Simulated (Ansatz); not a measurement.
MgI$_{2}$ under strain

Computed with DFT PBEsol, scalar-relativistic, plane waves, PAW (Ansatz 0.2.0). Settings: 420 eV cutoff, 6×6×4 k-mesh, Gaussian smearing of 0.02 eV, no spin polarisation.

Reference structure (relaxed):

```xyz
3
Lattice="4.1307 0.0000 0.0000 -2.0654 3.5773 0.0000 0.0000 0.0000 7.0243" Properties=species:S:1:pos:R:3 pbc="T T T"
Mg    0.0000    0.0000    0.0000
I     0.0000    2.3849    5.3561
I     2.0654    1.1924    1.6682
```

Deformation: biaxial strain in the a-b plane, with the length and tilt of c and the atoms relaxed, all within the symmetry that the strain leaves. Energies are extrapolated to zero smearing. Gaps are Kohn–Sham gaps over the whole zone.

Spin-orbit coupling is left out, which matters for the bands and energies of heavy elements.

```tsv
strain (%)	ΔE (meV/atom)	a (Å)	b (Å)	c (Å)	gap (eV)
-4.5	27.5	3.945	3.945	7.194	3.28
-3.0	11.7	4.007	4.007	7.139	3.38
-1.5	2.8	4.069	4.069	7.085	3.46
+0.0	0.0	4.131	4.131	7.024	3.52
+1.5	2.6	4.193	4.193	6.962	3.46
+3.0	9.8	4.255	4.255	6.898	3.32
+4.5	21.2	4.317	4.317	6.826	3.11
```

Problem. What stiffness (1/V) d²E/dε² at zero strain does a cubic fit over all points give?

Solution. A cubic fit gives (1/V) d²E/dε² = 112 GPa at zero strain (twice the biaxial modulus).

Problem. How does the free axis c answer a small strain?

Solution. Between the innermost points its strain is -0.58 times the applied one.

Problem. How fast does the gap move with strain on either side?

Solution. 43 meV per percent on the compressed side and -41 meV per percent on the stretched side; it is indirect at -1.5 %, indirect at zero and indirect at +1.5 %.